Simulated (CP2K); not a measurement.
# Te2Mo in CP2K: a series of runs, part 2 of 2

CP2K 2026.2. Earlier steps stand in the parts before.

## Step 3: Single point, PBE+rVV10

Contents of te2mo_scf.inp:

```
&GLOBAL
  PROJECT te2mo_scf
  RUN_TYPE ENERGY_FORCE
  PRINT_LEVEL LOW
&END GLOBAL
&FORCE_EVAL
  METHOD QS
  STRESS_TENSOR ANALYTICAL
  &DFT
    BASIS_SET_FILE_NAME BASIS_MOLOPT_UZH
    POTENTIAL_FILE_NAME POTENTIAL_UZH
    &MGRID
      CUTOFF 450
      REL_CUTOFF 60
      NGRIDS 5
    &END MGRID
    &QS
      METHOD GPW
      EPS_DEFAULT 1.0E-9
    &END QS
    &KPOINTS
      SCHEME MONKHORST-PACK 4 8 1
      GAMMA_CENTERED T
      SYMMETRY T
      SYMMETRY_BACKEND SPGLIB
    &END KPOINTS
    &SCF
      SCF_GUESS ATOMIC
      EPS_SCF 1.0E-6
      MAX_SCF 100
      ADDED_MOS 24
      CHOLESKY OFF
      EPS_EIGVAL 1.0E-7
      &DIAGONALIZATION ON
        ALGORITHM STANDARD
      &END DIAGONALIZATION
      &MIXING ON
        METHOD BROYDEN_MIXING
        ALPHA 0.4
        BETA 1.5
        NBUFFER 8
      &END MIXING
      &SMEAR ON
        METHOD FERMI_DIRAC
        ELECTRONIC_TEMPERATURE 580.23
      &END SMEAR
    &END SCF
    &XC
      &XC_FUNCTIONAL
        &GGA_X_PBE
        &END GGA_X_PBE
        &GGA_C_PBE
        &END GGA_C_PBE
      &END XC_FUNCTIONAL
      &VDW_POTENTIAL
        POTENTIAL_TYPE NON_LOCAL
        &NON_LOCAL
          TYPE RVV10
          PARAMETERS 10.0 0.0093
          KERNEL_FILE_NAME rVV10_kernel_table.dat
          CUTOFF 300
        &END NON_LOCAL
      &END VDW_POTENTIAL
    &END XC
    &PRINT
      &KPOINTS ON
      &END KPOINTS
      &MULLIKEN ON
      &END MULLIKEN
      &MO ON
        ENERGIES T
        OCCUPATION_NUMBERS T
        &EACH
          QS_SCF 0
        &END EACH
        ADD_LAST NUMERIC
      &END MO
      &LOWDIN ON
      &END LOWDIN
      &HIRSHFELD ON
        SHAPE_FUNCTION DENSITY
      &END HIRSHFELD
      &E_DENSITY_CUBE ON
        STRIDE 1
      &END E_DENSITY_CUBE
      &V_HARTREE_CUBE ON
        STRIDE 1
      &END V_HARTREE_CUBE
      &ELF_CUBE ON
        STRIDE 1
      &END ELF_CUBE
    &END PRINT
  &END DFT
  &SUBSYS
    &CELL
      A 6.3616090156 0.0000000000 0.0000000000
      B 0.0000000000 3.4804030600 0.0000000000
      C -0.0857412231 0.0000000000 36.1758904685
      PERIODIC XYZ
    &END CELL
    &COORD
      SCALED
      Te  0.4292511000 0.7500000000 0.5407035800
      Te  0.5707489000 0.2500000000 0.4592964200
      Te  0.9208478700 0.2500000000 0.5565273200
      Te  0.0791521300 0.7500000000 0.4434726800
      Mo  0.1813475600 0.2500000000 0.4974653700
      Mo  0.8186524400 0.7500000000 0.5025346300
    &END COORD
    &KIND Te
      BASIS_SET DZVP-MOLOPT-PBE-GTH-q6
      POTENTIAL GTH-PBE-q6
    &END KIND
    &KIND Mo
      BASIS_SET DZVP-MOLOPT-PBE-GTH-q14
      POTENTIAL GTH-PBE-q14
    &END KIND
    &PRINT
      &ATOMIC_COORDINATES ON
      &END ATOMIC_COORDINATES
      &CELL ON
      &END CELL
    &END PRINT
  &END SUBSYS
  &PRINT
    &FORCES ON
    &END FORCES
    &STRESS_TENSOR ON
    &END STRESS_TENSOR
  &END PRINT
&END FORCE_EVAL
```

Potentials or basis: POTENTIAL_UZH Te GTH-PBE-q6, Mo GTH-PBE-q14; DZVP-MOLOPT-PBE-GTH basis.

Run with:

```
OMP_NUM_THREADS=1 cp2k.psmp -i te2mo_scf.inp -o te2mo_scf.out
```

te2mo_scf.out:

```text

 CP2K| version string:                                       CP2K version 2026.2
 CP2K| Input file name                                             te2mo_scf.inp

 GLOBAL| Force Environment number                                              1
 GLOBAL| Basis set file name                                    BASIS_MOLOPT_UZH
 GLOBAL| Potential file name                                       POTENTIAL_UZH
 GLOBAL| MM Potential file name                                     MM_POTENTIAL
 GLOBAL| Coordinate file name                                      __STD_INPUT__
 GLOBAL| Method name                                                        CP2K
 GLOBAL| Project name                                                  te2mo_scf
 GLOBAL| Run type                                                   ENERGY_FORCE
 GLOBAL| FFT library                                                       FFTW3
[... 8 lines left out ...]
 GLOBAL| CPU model name                                                  UNKNOWN

 CELL| Volume [angstrom^3]:                                           800.969070
 CELL| Vector a [angstrom]:       6.362     0.000     0.000   |a| =     6.361609
 CELL| Vector b [angstrom]:       0.000     3.480     0.000   |b| =     3.480403
 CELL| Vector c [angstrom]:      -0.086     0.000    36.176   |c| =    36.175992
 CELL| Angle (b,c), alpha [degree]:                                    90.000000
 CELL| Angle (a,c), beta  [degree]:                                    90.135798
 CELL| Angle (a,b), gamma [degree]:                                    90.000000
 CELL| Numerically orthorhombic:                                              NO
 CELL| Periodicity                                                           XYZ

 CELL_REF| Volume [angstrom^3]:                                       800.969070
 CELL_REF| Vector a [angstrom     6.362     0.000     0.000   |a| =     6.361609
 CELL_REF| Vector b [angstrom     0.000     3.480     0.000   |b| =     3.480403
 CELL_REF| Vector c [angstrom    -0.086     0.000    36.176   |c| =    36.175992
 CELL_REF| Angle (b,c), alpha [degree]:                                90.000000
 CELL_REF| Angle (a,c), beta  [degree]:                                90.135798
 CELL_REF| Angle (a,b), gamma [degree]:                                90.000000
 CELL_REF| Numerically orthorhombic:                                          NO
 CELL_REF| Periodicity                                                       XYZ
[... 10 lines left out ...]

  Total number of            - Atomic kinds:                                   2
                             - Atoms:                                          6
                             - Shell sets:                                     6
                             - Shells:                                        36
[... 924 lines left out ...]
       4     Te       1          5.818286                              0.181714
       5     Mo       2         14.319051                             -0.319051
       6     Mo       2         14.319051                             -0.319051
 # Total charge                             52.000000                  0.000000

 !-----------------------------------------------------------------------------!

 !-----------------------------------------------------------------------------!
                           Hirshfeld Charges

  #Atom  Element  Kind  Ref Charge     Population                    Net charge
      1       Te     1       6.000          6.057                        -0.057
      2       Te     1       6.000          6.057                        -0.057
      3       Te     1       6.000          6.028                        -0.028
      4       Te     1       6.000          6.028                        -0.028
      5       Mo     2      14.000         13.915                         0.085
      6       Mo     2      14.000         13.915                         0.085

  Total Charge                                                            0.000
 !-----------------------------------------------------------------------------!

 LOWDIN POPULATION ANALYSIS

 #  Atom  Element  Kind  Atomic population                           Net charge
       1     Te       1          5.477069                              0.522931
       2     Te       1          5.477069                              0.522931
       3     Te       1          5.377166                              0.622834
       4     Te       1          5.377166                              0.622834
       5     Mo       2         15.145765                             -1.145765
       6     Mo       2         15.145765                             -1.145765
 # Total charge                             52.000000                  0.000000

               ----- ELF is computed on the real space grid -----

 ELF is written in Cube    file format to the file:

 te2mo_scf-ELF_S1-1_0.cube

 ENERGY| Total FORCE_EVAL ( QS ) energy [hartree]           -168.241851476285319

 FORCES| Atomic forces [hartree/bohr]
 FORCES|   Atom     x               y               z               |f|
 FORCES|      1  2.05019671E-05  4.61484865E-09  6.92773749E-03   6.92776782E-03
 FORCES|      2 -2.05191210E-05 -4.61482855E-09 -6.92773708E-03   6.92776746E-03
 FORCES|      3 -1.12744109E-03 -1.27313288E-09  1.36245929E-02   1.36711614E-02
 FORCES|      4  1.12745150E-03  1.27306193E-09 -1.36245936E-02   1.36711630E-02
 FORCES|      5  2.08796816E-03  6.54815153E-06  9.27208423E-04   2.28459392E-03
 FORCES|      6 -2.08796142E-03 -6.54815179E-06 -9.27208131E-04   2.28458765E-03
 FORCES| Sum    -1.66360849E-12 -3.05506670E-13  3.21929289E-12
 FORCES| Total atomic force                                       3.63658827E-12

 STRESS| Analytical stress tensor [bar]
 STRESS|                        x                   y                   z
 STRESS|      x        4.19541617201E+03   9.83528377452E-04  -5.07830481500E+02
 STRESS|      y        9.83528377452E-04   5.40730977901E+03   1.77484785604E-03
 STRESS|      z       -5.07830481500E+02   1.77484785604E-03   7.80891657414E+03
 STRESS| 1/3 Trace                                             5.80388084172E+03
 STRESS| Determinant                                           1.75757915974E+11

 STRESS| Eigenvectors and eigenvalues of the analytical stress tensor [bar]
 STRESS|                        1                   2                   3
 STRESS| Eigenvalues   4.12540371174E+03   5.40730977901E+03   7.87892903442E+03
 STRESS|      x           0.990629873114      0.000001029979     -0.136573989081
 STRESS|      y          -0.000000949142      0.999999999999      0.000000657016
 STRESS|      z           0.136573989082     -0.000000521231      0.990629873114
```

Run time: 2.4 min. Hardware: 1 thread of Arm Neoverse V1, shared host; peak memory 2.3 GiB.

What came out:

| Property | Result |
| --- | --- |
| Free energy | -4578.0936 eV |
| Largest force | 0.703 eV/Å |
| Band gap on the k mesh | none (metal or under the smearing width) |
| Mulliken charges | Te +0.14, +0.18; Mo -0.32 e |
| Hirshfeld charges | Te -0.06, -0.03; Mo +0.09 e |

Forces in eV/Å, atoms in the order of the input:
```
Te   0.001  0.000  0.356
Te  -0.001  0.000 -0.356
Te  -0.058  0.000  0.701
Te   0.058  0.000 -0.701
Mo   0.107  0.000  0.048
Mo  -0.107  0.000 -0.048
```

Stress tensor (GPa, compression positive):
```
 0.42  0.00 -0.05
 0.00  0.54  0.00
-0.05  0.00  0.78
```

Levels at points of the mesh, in eV from the Fermi level:
```csv
k point,band 22,band 23,band 24,band 25,band 26,band 27,band 28,band 29,band 30,band 31
"(0.00, 0.00, 0.00)",-1.32,-0.91,-0.62,-0.28,0.14,0.69,1.08,1.78,2.24,2.38
"(0.00, 0.50, 0.00)",-2.66,-1.64,-1.64,-1.44,-1.44,1.23,1.23,1.56,1.56,2.23
"(0.50, 0.00, 0.00)",-1.32,-1.27,-0.81,-0.76,-0.70,0.14,0.99,1.68,2.06,2.84
"(0.50, 0.50, 0.00)",-2.36,-1.79,-1.79,-0.86,-0.86,1.13,1.13,2.03,2.03,2.44
```

Caveat: Mulliken charges move with the basis; the basis of atomic orbitals isn't converged, which shifts pressures, moduli and gaps.

## Step 4: Single point, PBE+D3(BJ)+ATM

Changes to te2mo_scf.inp since step 3:

```diff
@@ -55,9 +55,11 @@
       &VDW_POTENTIAL
-        POTENTIAL_TYPE NON_LOCAL
-        &NON_LOCAL
-          TYPE RVV10
-          PARAMETERS 10.0 0.0093
-          KERNEL_FILE_NAME rVV10_kernel_table.dat
-          CUTOFF 300
-        &END NON_LOCAL
+        POTENTIAL_TYPE PAIR_POTENTIAL
+        &PAIR_POTENTIAL
+          TYPE DFTD3(BJ)
+          REFERENCE_FUNCTIONAL PBE
+          PARAMETER_FILE_NAME dftd3.dat
+          R_CUTOFF 20
+          CALCULATE_C9_TERM T
+          REFERENCE_C9_TERM T
+        &END PAIR_POTENTIAL
       &END VDW_POTENTIAL
```

Run with:

```
OMP_NUM_THREADS=1 cp2k.psmp -i te2mo_scf.inp -o te2mo_scf.out
```

Run time: 64 s. Hardware: 1 thread of Arm Neoverse V1, shared host; peak memory 1.3 GiB.

It converged, with:

```
Free energy            : -4581.9496 eV
Largest force          : 0.557 eV/Å
Band gap on the k mesh : none (metal or under the smearing width)
Mulliken charges       : Te +0.14, +0.18; Mo -0.32 e
Hirshfeld charges      : Te -0.06, -0.03; Mo +0.09 e
```

Forces in eV/Å, atoms in the order of the input:
```
Te   0.000  0.000  0.245
Te   0.000  0.000 -0.245
Te  -0.058  0.000  0.554
Te   0.058  0.000 -0.554
Mo   0.126  0.000  0.051
Mo  -0.126  0.000 -0.051
```

Stress tensor (GPa, compression positive):
```
 0.11  0.00 -0.05
 0.00  0.23  0.00
-0.05  0.00  0.60
```

Levels at points of the mesh, in eV from the Fermi level:
```tsv
k point	band 23	band 24	band 25	band 26	band 27	band 28	band 29	band 30
(0.00, 0.00, 0.00)	-0.91	-0.62	-0.28	0.14	0.69	1.08	1.77	2.24
(0.00, 0.50, 0.00)	-1.64	-1.64	-1.44	-1.44	1.23	1.23	1.55	1.55
(0.50, 0.00, 0.00)	-1.27	-0.81	-0.76	-0.70	0.14	0.99	1.68	2.05
(0.50, 0.50, 0.00)	-1.79	-1.79	-0.86	-0.86	1.13	1.13	2.03	2.03
```

Caveat: Mulliken charges move with the basis; the basis of atomic orbitals isn't converged, which shifts pressures, moduli and gaps.

## Step 5: Summary

| level | cutoff radius of the dispersion sum (A) | cutoff of the non-local correlation (Ry) | gap on the mesh (eV) | largest force (eV/Å) |
| --- | --- | --- | --- | --- |
| PBE+D4 | 20 | - | none | 0.52 |
| PBE+rVV10 | - | 300 | none | 0.70 |
| PBE+D3(BJ)+ATM | 20 | - | none | 0.56 |

Alike in all rows: task single point; potentials or basis POTENTIAL_UZH Te GTH-PBE-q6, Mo GTH-PBE-q14; DZVP-MOLOPT-PBE-GTH basis; no spin polarisation; cell as given; k mesh 4 × 8 × 1; smearing fermi-dirac 0.05 eV.

Caveats: the basis of atomic orbitals isn't converged, which shifts pressures, moduli and gaps.

Absolute energies hang on the potentials; compare differences alone.
